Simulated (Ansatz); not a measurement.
# ZnO: the cost of one run

Program: Ansatz 0.2.0. Level of theory: DFT PBE, scalar-relativistic, plane waves, PAW, unless a step names another level. These are calculated values, not measurements.

1 further run of the same task is left out (set aside as unsound or not needed).

**1. Starting point**

The structure is hexagonal, space group P6_3mc (No. 186). Conventional cell: a = 3.280 Å, b = 3.280 Å, c = 5.293 Å, α = 90.00°, β = 90.00°, γ = 120.00°. Zn (site symmetry 3m) has 4 O at 2.00 to 2.01 Å as nearest neighbours. Around O (site symmetry 3m) lie 4 Zn at 2.00 to 2.01 Å.

As a file:

```
Zn O
1.0
     3.27953    0.00000    0.00000
    -1.63976    2.84016    0.00000
     0.00000    0.00000    5.29291
Zn O
2 2
Cartesian
  0.0000 1.8934 0.0079
  1.6398 0.9467 2.6544
  0.0000 1.8934 2.0145
  1.6398 0.9467 4.6610
```

The cell was relaxed beforehand at this level, from a generated guess; it is a trial structure. At a tolerance of 0.02 Å it has space group P6_3mc (No. 186); it has 12.33 Å³/atom, an uncorrected energy of -1.42 eV/atom over the elements.

**2. Bands, states and charges**

The input, input.yaml:

```yaml
crystal:
  lattice:
    - [3.2795288179, 0.0, 0.0]
    - [-1.6397644089, 2.8401552687, 0.0]
    - [0.0, 0.0, 5.2929053609]
  atoms:
    - { symbol: Zn, position: [0.3333333333, 0.6666666667, 0.0014933897] }
    - { symbol: Zn, position: [0.6666666667, 0.3333333333, 0.5014933897] }
    - { symbol: O, position: [0.3333333333, 0.6666666667, 0.3806066003] }
    - { symbol: O, position: [0.6666666667, 0.3333333333, 0.8806066003] }
basis:
  ecutwfc: 420
kpoints:
  mp_grid: { grid: [12, 12, 6] }
  band_path:
    path:
      - [[0.0, 0.0, 0.0], [0.5, 0.0, 0.0], [0.33333333, 0.33333333, 0.0], [0.0, 0.0, 0.0], [0.0, 0.0, 0.5], [0.5, 0.0, 0.5], [0.33333333, 0.33333333, 0.5], [0.0, 0.0, 0.5]]
      - [[0.5, 0.0, 0.5], [0.5, 0.0, 0.0]]
      - [[0.33333333, 0.33333333, 0.5], [0.33333333, 0.33333333, 0.0]]
    npoints: 14
hamiltonian:
  xc: pbe
scf:
  occupations: { method: gaussian, width: 0.02 }
  n_extra_bands: 10
output:
  forces: true
  stress: true
  eigenvalues: true
  populations: true
  dos: { projected: true, de: 0.02, nscf_kmesh: { grid: [18, 18, 9] } }
  bader: true
  write_density: true
  write_potential: true
  elf: true
  volumetric_format: npy
```

Command:

```sh
> ansatz run input.yaml --threads 1 --pin off --max-ram 2560MiB --backend cpu --events-out ev --progress --plain --runs-dir out
```

Q: Estimate wall time and peak memory on 1 thread of Intel Xeon at 2.50GHz (Skylake/Cascade Lake), shared host.

About 3 min, with a peak of 0.43 GiB.
